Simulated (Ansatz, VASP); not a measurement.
**Ge: VASP beside Ansatz**

```
Ge
1.0
     4.02269    0.00000    0.00000
    -2.01134    3.48375    0.00000
     0.00000    0.00000   18.86852
Ge
4
Direct
  0.33333 0.66667 0.27476
  0.66667 0.33333 0.23849
  0.33333 0.66667 0.53891
  0.00000 0.00000 0.50265
```

Alike in both runs: task single point; functional PBE; dispersion D3(BJ); k mesh 9 × 9 × 1; occupations gaussian, width 0.1 eV; no spin polarisation.

|  | VASP | Ansatz |
| --- | --- | --- |
| version | VASP 6.6.1 | Ansatz 0.2.0 |
| potentials or method | VASP PAW PBE potentials, release 64 (Ge_d) | scalar-relativistic, plane waves, PAW |
| plane-wave cutoff (eV) | 520 | 420 |
| valence electrons in the cell | 56 | 56 |

```tsv
	VASP	Ansatz	Ansatz less VASP
gap on the k mesh at the Fermi level (eV)	0.03	0.03	0.000
least direct gap on the mesh (eV)	0.03	0.03	0.000
rms of the force components (eV/Å)	0.047	0.047	-0.0001
```

Atom by atom the forces differ by 0.001 eV/Å (rms over components). Ansatz warned: «xc_potential_rough_in_thin_density».
